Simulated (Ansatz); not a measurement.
# ZrO2: the cost of one run

Method: DFT PBEsol, frozen-core PAW, scalar-relativistic unless said, in Ansatz 0.2.0.

The COD entry's cell or inner coordinates are ideal or old and differ from later refinements, so a difference from it is no clean test against experiment.

7 further runs of the same task are left out: 7 set aside as unsound or not needed.

### 1 Starting point

The structure is cubic, space group Fm-3m (No. 225). Conventional cell: a = 5.070 Å, b = 5.070 Å, c = 5.070 Å, α = 90.00°, β = 90.00°, γ = 90.00°. Zr (site symmetry m-3m) has 8 O at 2.20 Å as nearest neighbours. Around O (site symmetry -43m) lie 4 Zr at 2.20 Å.

Structure file:

```cif
data_structure
_symmetry_space_group_name_H-M 'Fm-3m'
_symmetry_Int_Tables_number 225
_cell_length_a 5.0700
_cell_length_b 5.0700
_cell_length_c 5.0700
_cell_angle_alpha 90.000
_cell_angle_beta 90.000
_cell_angle_gamma 90.000
_cell_volume 130.32
loop_
_atom_site_label
_atom_site_type_symbol
_atom_site_symmetry_multiplicity
_atom_site_Wyckoff_symbol
_atom_site_fract_x
_atom_site_fract_y
_atom_site_fract_z
_atom_site_occupancy
Zr1 Zr 4 a 0.00000 0.00000 0.00000 1
O1 O 8 c 0.25000 0.25000 0.25000 1
```

Cartesian axes are those of the input's lattice vectors. The structure goes back to a database entry.

### 2 Cell and atoms relaxed, PAW

Contents of input.yaml:

```yaml
crystal:
  lattice:
    - [2.535, 2.535, 0.0]
    - [-2.535, 2.535, 0.0]
    - [0.0, 2.535, 2.535]
  atoms:
    - { symbol: Zr, position: [0.0, 0.0, 0.0] }
    - { symbol: O, position: [0.25, 0.75, 0.5] }
    - { symbol: O, position: [0.75, 0.25, 0.5] }
kpoints:
  mp_grid: { grid: [12, 12, 12] }
scf:
  occupations: { method: fermi_dirac, width: 0.08 }
hamiltonian:
  xc: pbesol
  pseudopotentials: { kind: paw }
relax:
  f_tol: 0.002
  max_steps: 80
  cell: {}
output:
  forces: true
  stress: true
```

Run with:

```sh
$ ansatz run input.yaml --threads 1 --pin off --max-ram 3072MiB --backend cpu --events-out ev --progress --plain --runs-dir out
```

**Question.** How long does this run take on 1 thread of Intel Xeon Platinum 8375C at 2.90GHz (Ice Lake), shared host, and how much memory does it need?

About 10 s, with a peak of 0.38 GiB.
